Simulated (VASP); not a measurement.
Here is a VASP 6.6.1 calculation.

INCAR

```
PREC = Accurate ; ENCUT = 520
EDIFF = 1E-6 ; ISMEAR = 0
SIGMA = 0.15 ; LREAL = F
LASPH = T ; NELM = 100
ALGO = Normal ; ISIF = 2
LWAVE = F ; LCHARG = F
GGA = PE ; IVDW = 12
NBANDS = 8
```

The input KPOINTS:

```
regular mesh
0
Gamma
  22 22 22
```

The input POSCAR:

```
Si
1.0
    0.0000000000      1.9108305409      1.7197474868
    1.9108305409      0.0000000000      1.7197474868
    1.9108305409      1.9108305409      0.0000000000
Si
1
Direct
    0.0000000000      0.0000000000      0.0000000000
```

Potentials or basis: VASP PAW PBE potentials, release 64 (Si).

Command:

```sh
$ cat potpaw_PBE.64/Si/POTCAR > POTCAR
$ mpirun -np 1 vasp_std > vasp.out
```

**Question.** What does it give for the band gap on the k mesh?

**Answer.** None (metal or under the smearing width).

**Question.** Estimate the pressure.

**Answer.** 9.9 GPa.

Stress tensor (GPa, compression positive):
```
10.43  0.00  0.00
 0.00 10.43  0.00
 0.00  0.00  8.91
```

Caveat: pairwise dispersion overbinds metals, which lowers pressure and volume.
